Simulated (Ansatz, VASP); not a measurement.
# Au in VASP and in Ansatz

```
Au
1.0
    -1.64615    1.64615    1.64615
     1.64615   -1.64615    1.64615
     1.64615    1.64615   -1.64615
Au
1
Direct
  0.00000 0.00000 0.00000
```

Change from the starting cell: volume scaled by 0.98.

Alike in both runs: task single point; functional PBEsol; k mesh 11 × 11 × 11; occupations fermi-dirac, width 0.05 eV; no spin polarisation.

|  | VASP | Ansatz |
| --- | --- | --- |
| version | VASP 6.6.1 | Ansatz 0.2.0 |
| potentials or method | VASP PAW PBE potentials, release 64 (Au) | Ansatz PAW |
| plane-wave cutoff (eV) | 520 | 420 |
| valence electrons in the cell | 11 | 19 |

|  | VASP | Ansatz | Ansatz less VASP |
| --- | --- | --- | --- |
| gap on the k mesh at the Fermi level (eV) | none | none | - |
| pressure (GPa) | -6.6 | -6.4 | +0.22 |

A gap of «none» marks a metal or a gap that the smearing closes. The functional is the same, so the differences come from potentials, cutoffs and numerics. The two sets of potentials don't hold the same shells in valence.

Caveats: the PAW data sets were made with another functional, which shifts forces and pressure a little (VASP); the PAW data sets come from PBE, with cores solved anew for the run's functional, which leaves a small shift of forces and pressure (Ansatz). The runs have no spin-orbit coupling, so splittings on Au are missing.
